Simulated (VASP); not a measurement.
Input:

```xyz
4
Lattice="2.6943 0.0000 0.0000 -1.3471 2.3333 0.0000 0.0000 0.0000 4.3760" Properties=species:S:1:pos:R:3 pbc="T T T"
Be    -0.0060     1.5533    -0.0282
Be     1.3565     0.8083     2.1899
O     -0.0170     1.5428     1.6538
O      1.3608     0.7623     3.8645
```

These are PBE GGA, VASP's PBE PAW potentials (set 64) (plane waves; VASP) values and carry that method's errors. Run with 560 eV cut-off, 10×10×6 Γ-centred mesh, Gaussian smearing of 0.010 eV, potentials Be O.

Energy and stress use the plane-wave basis of the starting cell.

Task: The ions, cell shape and volume are relaxed. Give the cell that the relaxation ends in.

Result: 
```xyz
4
Lattice="2.7130 -0.0001 0.0000 -1.3566 2.3499 0.0001 0.0000 0.0002 4.4060" Properties=species:S:1:pos:R:3 pbc="T T T"
Be     0.0001     1.5669     4.4053
Be     1.3563     0.7832     2.2023
O      0.0001     1.5667     1.6641
O      1.3564     0.7834     3.8670
```
Space group P6_3mc (186), at a tolerance of 0.03 Å.

Task: How do energy and volume change from the first to the last step?

Result: The energy (σ→0) changes by -10.6 meV/atom and the volume by +2.1 %, in 11 ionic steps.

The structure comes from a computed database's BeO entry; how it stands against other phases isn't given here. In the starting cell atoms are displaced from their ideal sites. This run relaxes it. The run is one of a series of settings (EDIFF = 1E-09, EDIFFG = -0.005, ENCUT = 560, IBRION = 2, ISIF = 3, NSW = 50, KPOINTS 10×10×6 Γ-centred mesh against the base run), some of them coarse on purpose.
